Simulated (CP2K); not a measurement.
# TePb (Fm-3m) in CP2K: a series of runs

One crystal, TePb, is run at these levels: PBEsol, r2SCANh+D4, HSE03; tasks: electron localisation function, single point.

All numbers are computed with CP2K 2026.2; they aren't measurements. Logs are shortened: lines on timing, memory, paths and dates and some standing lists are left out, and cuts for length are marked.

**Experimental background.**

A printed reference work, monograph reports, for a bulk crystal of TePb at 4.2 K: band gap 0.19 eV (direct).

The results are compared with them further down.

**1. The crystal as given**

It takes space group Fm-3m (No. 225, cubic). Conventional cell: a = 6.462 Å, b = 6.462 Å, c = 6.462 Å, α = 90.00°, β = 90.00°, γ = 90.00°. Pb (site symmetry m-3m) is surrounded by 6 Te at 3.23 Å. Te (site symmetry m-3m) is surrounded by 6 Pb at 3.23 Å.

**2. Electron localisation function, PBEsol**

File tepb_elf.inp:

```
&GLOBAL
  PROJECT tepb_elf
  RUN_TYPE ENERGY_FORCE
  PRINT_LEVEL LOW
&END GLOBAL
&FORCE_EVAL
  METHOD QS
  STRESS_TENSOR ANALYTICAL
  &DFT
    BASIS_SET_FILE_NAME BASIS_MOLOPT
    POTENTIAL_FILE_NAME GTH_POTENTIALS
    &MGRID
      CUTOFF 450
      REL_CUTOFF 60
      NGRIDS 5
    &END MGRID
    &QS
      METHOD GPW
      EPS_DEFAULT 1.0E-9
    &END QS
    &KPOINTS
      SCHEME MONKHORST-PACK 6 6 6
      GAMMA_CENTERED T
      SYMMETRY T
      SYMMETRY_BACKEND SPGLIB
    &END KPOINTS
    &SCF
      SCF_GUESS ATOMIC
      EPS_SCF 1.0E-6
      MAX_SCF 100
      ADDED_MOS 10
      CHOLESKY OFF
      EPS_EIGVAL 1.0E-7
      &DIAGONALIZATION ON
        ALGORITHM STANDARD
      &END DIAGONALIZATION
      &MIXING ON
        METHOD BROYDEN_MIXING
        ALPHA 0.4
        BETA 1.5
        NBUFFER 8
      &END MIXING
      &SMEAR ON
        METHOD FERMI_DIRAC
        ELECTRONIC_TEMPERATURE [K] 116.045
      &END SMEAR
    &END SCF
    &XC
      &XC_FUNCTIONAL
        &GGA_X_PBE_SOL
        &END GGA_X_PBE_SOL
        &GGA_C_PBE_SOL
        &END GGA_C_PBE_SOL
      &END XC_FUNCTIONAL
    &END XC
    &PRINT
      &KPOINTS ON
      &END KPOINTS
      &MULLIKEN ON
      &END MULLIKEN
      &MO ON
        ENERGIES T
        OCCUPATION_NUMBERS T
        &EACH
          QS_SCF 0
        &END EACH
        ADD_LAST NUMERIC
      &END MO
      &LOWDIN ON
      &END LOWDIN
      &HIRSHFELD ON
        SHAPE_FUNCTION DENSITY
      &END HIRSHFELD
      &E_DENSITY_CUBE ON
        STRIDE 1
      &END E_DENSITY_CUBE
      &V_HARTREE_CUBE ON
        STRIDE 1
      &END V_HARTREE_CUBE
      &ELF_CUBE ON
        STRIDE 1
      &END ELF_CUBE
    &END PRINT
  &END DFT
  &SUBSYS
    &CELL
      A 4.5693240200 0.0000000000 0.0000000000
      B 2.2846620100 3.9571506795 0.0000000000
      C 2.2846620100 1.3190502265 3.7308374395
      PERIODIC XYZ
    &END CELL
    &COORD
      SCALED
      Pb  0.0000000000 0.0000000000 0.0000000000
      Te  0.5000000000 0.5000000000 0.5000000000
    &END COORD
    &KIND Pb
      BASIS_SET DZVP-MOLOPT-SR-GTH-q4
      POTENTIAL GTH-PBE-q4
    &END KIND
    &KIND Te
      BASIS_SET DZVP-MOLOPT-SR-GTH-q6
      POTENTIAL GTH-PBE-q6
    &END KIND
    &PRINT
      &ATOMIC_COORDINATES ON
      &END ATOMIC_COORDINATES
      &CELL ON
      &END CELL
    &END PRINT
  &END SUBSYS
  &PRINT
    &FORCES ON
    &END FORCES
    &STRESS_TENSOR ON
    &END STRESS_TENSOR
  &END PRINT
&END FORCE_EVAL
```

Potentials or basis: GTH_POTENTIALS Pb GTH-PBE-q4, Te GTH-PBE-q6; DZVP-MOLOPT-SR-GTH basis.

Run with:

```sh
$ OMP_NUM_THREADS=4 cp2k.psmp -i tepb_elf.inp -o tepb_elf.out
```

tepb_elf.out:

```text

 CP2K| version string:                                       CP2K version 2026.2
 CP2K| Input file name                                              tepb_elf.inp

 GLOBAL| Force Environment number                                              1
 GLOBAL| Basis set file name                                        BASIS_MOLOPT
 GLOBAL| Potential file name                                      GTH_POTENTIALS
 GLOBAL| MM Potential file name                                     MM_POTENTIAL
 GLOBAL| Coordinate file name                                      __STD_INPUT__
 GLOBAL| Method name                                                        CP2K
 GLOBAL| Project name                                                   tepb_elf
 GLOBAL| Run type                                                   ENERGY_FORCE
 GLOBAL| FFT library                                                       FFTW3
 GLOBAL| Diagonalization library                                       ScaLAPACK
 GLOBAL| Cholesky decomposition library                                ScaLAPACK
 GLOBAL| DGEMM library                                                      BLAS
 GLOBAL| Direct generalized diagonalization requested                          F
 GLOBAL| Matrix multiplication library                                 ScaLAPACK
 GLOBAL| Global print level                                                  LOW
 GLOBAL| Total number of message passing processes                             1
 GLOBAL| Number of threads for this process                                    4
 GLOBAL| CPU model name                                                  UNKNOWN

 CELL| Volume [angstrom^3]:                                            67.459151
 CELL| Vector a [angstrom]:       4.569     0.000     0.000   |a| =     4.569324
 CELL| Vector b [angstrom]:       2.285     3.957     0.000   |b| =     4.569324
 CELL| Vector c [angstrom]:       2.285     1.319     3.731   |c| =     4.569324
 CELL| Angle (b,c), alpha [degree]:                                    60.000000
 CELL| Angle (a,c), beta  [degree]:                                    60.000000
 CELL| Angle (a,b), gamma [degree]:                                    60.000000
 CELL| Numerically orthorhombic:                                              NO
 CELL| Periodicity                                                           XYZ

 CELL_REF| Volume [angstrom^3]:                                        67.459151
 CELL_REF| Vector a [angstrom     4.569     0.000     0.000   |a| =     4.569324
 CELL_REF| Vector b [angstrom     2.285     3.957     0.000   |b| =     4.569324
 CELL_REF| Vector c [angstrom     2.285     1.319     3.731   |c| =     4.569324
 CELL_REF| Angle (b,c), alpha [degree]:                                60.000000
 CELL_REF| Angle (a,c), beta  [degree]:                                60.000000
 CELL_REF| Angle (a,b), gamma [degree]:                                60.000000
 CELL_REF| Numerically orthorhombic:                                          NO
 CELL_REF| Periodicity                                                       XYZ

[... 9 lines left out ...]

  Total number of            - Atomic kinds:                                   2
                             - Atoms:                                          2
                             - Shell sets:                                     2
                             - Shells:                                        10
[... 125 lines left out ...]
 MO|      9               0.414722              11.285153               0.000000
 MO|     10               0.444650              12.099554               0.000000
 MO|     11               0.444651              12.099557               0.000000
 MO|     12               0.601753              16.374533               0.000000
 MO|     13               0.636846              17.329463               0.000000
[... 277 lines left out ...]
 MO|      5               0.089056               2.423325               2.000000
 MO|      6               0.291093               7.921056               0.000000
 MO|      7               0.291094               7.921059               0.000000
 MO|      8               0.291094               7.921060               0.000000
 MO|      9               0.351149               9.555256               0.000000
 MO|     10               0.351150               9.555266               0.000000
 MO|     11               0.351151               9.555294               0.000000
 MO|     12               0.436425              11.875717               0.000000
 MO|     13               0.436425              11.875722               0.000000
 MO|     14               0.778522              21.184656               0.000000
 MO|     15               0.957386              26.051789               0.000000
 MO| Sum:                                                              10.000000
 MO| E(Fermi):            0.150503 a.u.          4.095401 eV
 MO| Band gap:            0.202038 a.u.          5.497731 eV

 [... the levels of further k-points ...]

 The electron density is written in Cube    file format to the file:

 tepb_elf-ELECTRON_DENSITY-1_0.cube

 !-----------------------------------------------------------------------------!
                     Mulliken Population Analysis

 #  Atom  Element  Kind  Atomic population                           Net charge
       1     Pb       1          3.774900                              0.225100
       2     Te       2          6.225100                             -0.225100
 # Total charge                             10.000000                  0.000000

 !-----------------------------------------------------------------------------!

 !-----------------------------------------------------------------------------!
                           Hirshfeld Charges

  #Atom  Element  Kind  Ref Charge     Population                    Net charge
      1       Pb     1       4.000          3.846                         0.154
      2       Te     2       6.000          6.154                        -0.154

  Total Charge                                                           -0.000
 !-----------------------------------------------------------------------------!

 LOWDIN POPULATION ANALYSIS

 #  Atom  Element  Kind  Atomic population                           Net charge
       1     Pb       1          4.334734                             -0.334734
       2     Te       2          5.665266                              0.334734
 # Total charge                             10.000000                 -0.000000

               ----- ELF is computed on the real space grid -----

 ELF is written in Cube    file format to the file:

 tepb_elf-ELF_S1-1_0.cube

 ENERGY| Total FORCE_EVAL ( QS ) energy [hartree]            -11.740700357075978

 FORCES| Atomic forces [hartree/bohr]
 FORCES|   Atom     x               y               z               |f|
 FORCES|      1 -1.45631779E-15  1.92329521E-17 -2.55224591E-16   1.47863822E-15
 FORCES|      2 -2.22319254E-15 -1.13447352E-15 -4.90965620E-15   5.50766186E-15
 FORCES| Sum    -3.67951033E-15 -1.11524057E-15 -5.16488079E-15
 FORCES| Total atomic force                                       6.43883152E-15

 STRESS| Analytical stress tensor [bar]
 STRESS|                        x                   y                   z
 STRESS|      x        1.06268226167E+04   1.17248968804E-02  -9.53773749855E-03
 STRESS|      y        1.17248968804E-02   1.06267478634E+04   6.02563356156E-02
 STRESS|      z       -9.53773749855E-03   6.02563356156E-02   1.06268700774E+04
 STRESS| 1/3 Trace                                             1.06268135192E+04
 STRESS| Determinant                                           1.20007718332E+12

 STRESS| Eigenvectors and eigenvalues of the analytical stress tensor [bar]
 STRESS|                        1                   2                   3
 STRESS| Eigenvalues   1.06267210878E+04   1.06268244116E+04   1.06268950582E+04
 STRESS|      x          -0.141216605483      0.988077985211     -0.061316926513
 STRESS|      y           0.914587476825      0.153919429504      0.373949938435
 STRESS|      z          -0.378929568087      0.003271752180      0.925419730753
```

It took 5.9 s on 4 threads of Arm Neoverse V2, shared host; peak memory 0.3 GiB.

Results:

- Free energy: -319.4807 eV
- Pressure: 1.1 GPa
- Band gap on the k mesh: 0.63 eV, direct
- Mulliken charges: Pb +0.23; Te -0.23 e
- Hirshfeld charges: Pb +0.15; Te -0.15 e

Caveat: Mulliken charges move with the basis; the potentials were made for another functional, which shifts forces and pressure; spin-orbit coupling is left out, which as a rule narrows the gap of such compounds by several tenths of an eV; the basis of atomic orbitals isn't converged, which shifts pressures, moduli and gaps.

(Continued in part 2 of 2.)
